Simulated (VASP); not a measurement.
# Cs3I2 (R-3m) in VASP: relaxation of cell and atoms with PBE

Aim: the relaxation of cell and atoms of Cs3I2 with PBE.

All numbers are computed with VASP 6.6.1; they aren't measurements. Logs are shortened: lines on timing, memory, paths and dates and some standing lists are left out, and cuts for length are marked.

### 1 The cell of the first run

Symmetry: R-3m, No. 166, trigonal system. Conventional cell: a = 10.747 Å, b = 10.747 Å, c = 13.163 Å, α = 90.00°, β = 90.00°, γ = 120.00°. Cs (site symmetry 2/m) has 2 I at 3.29 Å as nearest neighbours. Around I (site symmetry 3m) lie 3 Cs at 3.29 Å.

The cell was built by a generator and needn't be a form met in nature.

### 2 Relaxation of cell and atoms, PBE (ordered vacancies on the cation sites of cuprite (R-3m, No. 166))

The input, INCAR:

```
SYSTEM = Cs3I2
PREC     = Accurate       ! precision mode
ENCUT    = 600            ! plane-wave cutoff, eV
EDIFF    = 1E-7           ! SCF threshold, eV
ISMEAR   = 0              ! smearing method
SIGMA    = 0.1            ! smearing width, eV
LREAL    = .FALSE.        ! projectors in reciprocal space
LASPH    = .TRUE.         ! aspherical terms in the spheres
NELM     = 100            ! most SCF steps
ALGO     = Normal         ! electronic algorithm
ISIF     = 3              ! what is computed and relaxed
LWAVE    = .FALSE.        ! write WAVECAR
LCHARG   = .FALSE.        ! write CHGCAR
GGA      = PE             ! functional
IBRION   = 2              ! ionic algorithm
NSW      = 90             ! ionic steps
EDIFFG   = -0.04          ! ionic threshold
```

The input, KPOINTS:

```
Automatic mesh
0
G
  2 2 2
  0 0 0
```

The input, POSCAR:

```
Cs3I2
1.0
    5.3737002400      3.1025072800      4.3876078700
   -5.3737002400      3.1025072800      4.3876078700
    0.0000000000     -6.2050145600      4.3876078700
Cs I
3 2
Direct
    0.0000000000      0.5000000000      0.0000000000
    0.5000000000      0.0000000000      0.0000000000
    0.0000000000      0.0000000000      0.5000000000
    0.7500000000      0.7500000000      0.7500000000
    0.2500000000      0.2500000000      0.2500000000
```

Potentials or basis: VASP PAW PBE potentials, release 64 (Cs_sv, I).

The run is started by

```
cat potpaw_PBE.64/Cs_sv/POTCAR potpaw_PBE.64/I/POTCAR > POTCAR
mpirun -np 1 vasp_std > vasp.out
```

OUTCAR:

```text
SYSTEM = Cs3I2
   PREC = Accurate
   ENCUT = 600
   EDIFF = 1E-7
   ISMEAR = 0
   LREAL = .FALSE.
   LASPH = .TRUE.
   NELM = 100
   ISIF = 3
   GGA = PE
   IBRION = 2
   NSW = 90
   EDIFFG = -0.04

 ion  position               nearest neighbor table
   1  0.000  0.500  0.000-   4 3.29   5 3.29
   2  0.500  0.000  0.000-   4 3.29   5 3.29
   3  0.000  0.000  0.500-   4 3.29   5 3.29
   4  0.750  0.750  0.750-   3 3.29   2 3.29   1 3.29
   5  0.250  0.250  0.250-   3 3.29   2 3.29   1 3.29

  LATTYP: Found a simple cubic cell.
 ALAT       =     7.5995597578

  Lattice vectors:

 A1 = (   5.3737002400,   3.1025072800,   4.3876078700)
 A2 = (  -5.3737002400,   3.1025072800,   4.3876078700)
 A3 = (   0.0000000000,  -6.2050145600,   4.3876078700)

Analysis of symmetry for initial positions (statically):
=====================================================================
 Subroutine PRICEL returns:
 Original cell was already a primitive cell.

 Routine SETGRP: Setting up the symmetry group for a
 simple cubic supercell.

 Subroutine GETGRP returns: Found 12 space group operations
 (whereof 12 operations were pure point group operations)
 out of a pool of 48 trial point group operations.

The static configuration has the point symmetry D_3d.

Analysis of symmetry for dynamics (positions and initial velocities):
=====================================================================
 Subroutine PRICEL returns:
 Original cell was already a primitive cell.

 Routine SETGRP: Setting up the symmetry group for a
 simple cubic supercell.

 Subroutine GETGRP returns: Found 12 space group operations
 (whereof 12 operations were pure point group operations)
 out of a pool of 48 trial point group operations.

The dynamic configuration has the point symmetry D_3d.

 Subroutine INISYM returns: Found 12 space group operations
 (whereof 12 operations are pure point group operations),
 and found     1 'primitive' translations

----------------------------------------------------------------------------------------

                                     Primitive cell

  volume of cell :     438.8997

  direct lattice vectors                    reciprocal lattice vectors
     5.373700240  3.102507280  4.387607870     0.093045756  0.053719992  0.075971541
    -5.373700240  3.102507280  4.387607870    -0.093045756  0.053719992  0.075971541
     0.000000000 -6.205014560  4.387607870     0.000000000 -0.107439984  0.075971541
[... 74 lines left out ...]
   NFREE  =      1    steps in history (QN), initial steepest desc. (CG)
   ISIF   =      3    stress and relaxation
   ISYM   =      2    0-nonsym 1-usesym 2-fastsym
   POTIM  = 0.5000    time-step for ionic-motion
   TEBEG  =    0.0;   TEEND  =   0.0 temperature during run
   PSTRESS=    0.0 pullay stress
   NELECT =      41.0000    total number of electrons
   NUPDOWN=      -1.0000    fix difference up-down
   EMIN   =  10.00;   EMAX   =-10.00  energy-range for DOS
   EFERMI =   0.00;   METHOD = LEGACY
   ISMEAR =     0;   SIGMA  =   0.10  broadening in eV -4-tet -1-fermi 0-gaus
   EFERMI_NEDOS =   21; number of points for ismear=-14 and -15
   IALGO  =     38    algorithm
   IMIX   =      4    mixing-type and parameters
     AMIX     =   0.40;   BMIX     =  1.00
     AMIX_MAG =   1.60;   BMIX_MAG =  1.00
  volume/ion in A,a.u.               =      87.78       592.37
  Fermi-wavevector in a.u.,A,eV,Ry     =   0.742816  1.403718  7.507355  0.551775
  Thomas-Fermi vector in A             =   1.837784
   LORBIT       =      0    0 simple, 1 ext, 2 COOP (PROOUT), +10 PAW based schemes
   GGA     = PE    functional components
   LHFCALC =     F    Hartree Fock is set to
   AEXX    =    0.0000 exact exchange contribution
   IVDW    =     0    specifies the selected vdW correction
   LEPSILON=     F    determine dielectric tensor
   LRPA    =     F    only Hartree local field effects (RPA)
 conjugate gradient relaxation of ions
 non-spin polarized calculation
 Gauss-broadening in eV      SIGMA  =   0.10
  energy-cutoff  :      600.00
  volume of cell :      438.90
 maximum number of plane-waves:     14771
 NGX is ok and might be reduce to    64
   NGX = 31   NGY = 31   NGZ = 31

--------------------------------------- Ionic step        1  -------------------------------------------

 number of electron      40.9999998 magnetization

 Free energy of the ion-electron system (eV)
  ---------------------------------------------------
  ext. energy  EPLUGINS =         0.00000000
  ---------------------------------------------------
  free energy    TOTEN  =        -9.67544576 eV

  energy without entropy =       -9.67542583  energy(sigma->0) =       -9.67543579

------------------------ aborting loop because EDIFF is reached ----------------------------------------

  FORCE on cell =-STRESS in cart. coord.  units (eV):
  Direction    XX          YY          ZZ          XY          YZ          ZX
  --------------------------------------------------------------------------------------
  -------------------------------------------------------------------------------------
  Total        8.0017548      8.0017548      2.7155011      0.0000000      0.0000000      0.0000000
  in kB       29.2099300     29.2099300      9.9127754      0.0000000      0.0000000      0.0000000
  external PRESSURE =      22.7775451 kB  Pullay stress =       0.0000000 kB
[... 98 lines left out ...]
  FREE ENERGIE OF THE ION-ELECTRON SYSTEM (eV)
  ---------------------------------------------------
  free  energy   TOTEN  =       -10.5381318694 eV

  energy  without entropy=      -10.5379143425  energy(sigma->0) =      -10.53802311

[... ionic steps 4 to 25 ...]

--------------------------------------- Ionic step       26  -------------------------------------------

 number of electron      41.0000002 magnetization

------------------------ aborting loop because EDIFF is reached ----------------------------------------
[... 73 lines left out ...]
--------------------------------------- Ionic step       28  -------------------------------------------

 number of electron      41.0000003 magnetization

 Free energy of the ion-electron system (eV)
  ---------------------------------------------------
  ext. energy  EPLUGINS =         0.00000000
  ---------------------------------------------------
  free energy    TOTEN  =       -10.84401534 eV

  energy without entropy =      -10.84398757  energy(sigma->0) =      -10.84400146

 E-fermi :   2.0628     XC(G=0):  -6.2798

 val. band max:        1.7920740573   @ k =   0.5000   0.0000   0.0000
 cond. band min:       2.3335098515   @ k =   0.5000   0.5000   0.0000
 fundamental gap:      0.5414357942
 Fermi energy:         2.0627919401

 k-point     1 :       0.0000    0.0000    0.0000
  band No.  band energies     occupation
      1     -21.8827      2.00000
      2     -21.8533      2.00000
      3     -21.8533      2.00000
      4     -11.3652      2.00000
      5     -11.3382      2.00000
      6      -8.8778      2.00000
[... 129 lines left out ...]
  FREE ENERGIE OF THE ION-ELECTRON SYSTEM (eV)
  ---------------------------------------------------
  free  energy   TOTEN  =       -10.8440153436 eV

  energy  without entropy=      -10.8439875708  energy(sigma->0) =      -10.84400146

 reached required accuracy - stopping structural energy minimisation
```

Run time: 24 min. Hardware: 1 thread of Intel Xeon Platinum 8488C (Sapphire Rapids), shared host; peak memory 0.64 GiB.

What came out:

| Property | Result |
| --- | --- |
| Free energy | -10.8440 eV |
| Relaxed volume | 70.97 Å³/atom |
| Relaxed cell | a = 7.157 Å, b = 7.157 Å, c = 7.157 Å, α = 81.16°, β = 81.16°, γ = 81.16° |
| Space group after relaxing (to 0.05 Å) | R-3m (No. 166) |
| Energy gained by relaxing | 233.7 meV/atom |
| Ionic steps | 28 |
| Pressure after relaxing | 0.1 GPa |
| Largest force after relaxing | 0.022 eV/Å |
| Band gap on the k mesh | none (metal or under the smearing width) |

Forces on the atoms (eV/Å):
```
Cs   0.000  0.000  0.000
Cs   0.000  0.000  0.000
Cs   0.000  0.000  0.000
I    0.000  0.000  0.022
I    0.000  0.000 -0.022
```

Step by step:
```csv
step,energy change (eV),largest force (eV/Å),pressure (GPa),volume (Å³)
1,0.0000,0.9704,2.28,438.90
2,-0.7954,0.2664,0.49,522.63
3,-0.8627,0.1278,0.18,551.52
4,-0.8289,0.0671,-0.23,612.21
5,-0.8730,0.0489,0.01,572.27
6,-0.8731,0.0588,0.03,569.39
7,-0.8766,0.0611,0.03,571.27
8,-0.8866,0.0671,0.02,576.83
9,-0.9042,0.0769,0.01,587.62
10,-0.9294,0.0819,-0.01,607.88
11,-0.9281,0.0393,-0.09,643.21
12,-0.9384,0.0716,-0.04,622.21
13,-0.9440,0.1276,0.04,604.52
14,-0.9441,0.1335,0.05,602.80
15,-0.9470,0.1338,0.05,600.58
16,-0.9558,0.1326,0.05,593.91
17,-0.9724,0.1235,0.03,580.57
18,-0.9960,0.0723,-0.04,553.86
19,-0.9490,0.1198,-0.29,500.56
20,-0.9996,0.0401,-0.08,545.81
21,-1.0083,0.0413,-0.08,535.36
22,-1.0342,0.0450,-0.08,504.79
23,-1.0858,0.0517,-0.08,447.19
24,-1.1552,0.0130,0.05,345.45
25,-1.1493,0.0597,-0.01,374.04
26,-1.1570,0.0289,0.02,356.49
27,-1.1572,0.0196,0.03,353.23
28,-1.1686,0.0221,0.06,354.83
```

Final structure:
```cif
data_structure
_symmetry_space_group_name_H-M 'P 1'
_symmetry_Int_Tables_number 1
_cell_length_a 7.1575
_cell_length_b 7.1575
_cell_length_c 7.1575
_cell_angle_alpha 81.163
_cell_angle_beta 81.163
_cell_angle_gamma 81.163
_cell_volume 354.83
loop_
_atom_site_label
_atom_site_type_symbol
_atom_site_fract_x
_atom_site_fract_y
_atom_site_fract_z
_atom_site_occupancy
Cs1 Cs 0.00000 0.50000 0.00000 1
Cs2 Cs 0.50000 0.00000 0.00000 1
Cs3 Cs 0.00000 0.00000 0.50000 1
I1 I 0.64897 0.64897 0.64897 1
I2 I 0.35103 0.35103 0.35103 1
```

Levels at points of the mesh, in eV from the Fermi level:
| k point | band 16 | band 17 | band 18 | band 19 | band 20 | band 21 | band 22 | band 23 | band 24 |
| --- | --- | --- | --- | --- | --- | --- | --- | --- | --- |
| (0.00, 0.00, 0.00) | -3.73 | -3.73 | -3.35 | -3.35 | -2.93 | -1.03 | 0.90 | 1.29 | 1.29 |
| (0.50, 0.00, 0.00) | -3.76 | -3.53 | -3.50 | -3.40 | -3.18 | -0.27 | 0.86 | 1.61 | 1.81 |
| (0.50, 0.50, 0.00) | -3.86 | -3.54 | -3.48 | -3.20 | -3.19 | 0.27 | 0.76 | 1.24 | 1.48 |
| (0.50, 0.50, 0.50) | -3.60 | -3.60 | -3.44 | -3.44 | -2.91 | 0.69 | 0.81 | 0.81 | 0.95 |

Caveat: the k mesh is coarse (spacing up to 0.41 Å⁻¹), so the values aren't converged; the volume moved by over 15 % at a fixed basis, so the end points are rough; an odd number of electrons without spin polarisation forces a metal; a magnetic or distorted state may lie lower. Spin-orbit coupling is left out, which matters for the levels of Cs, I.
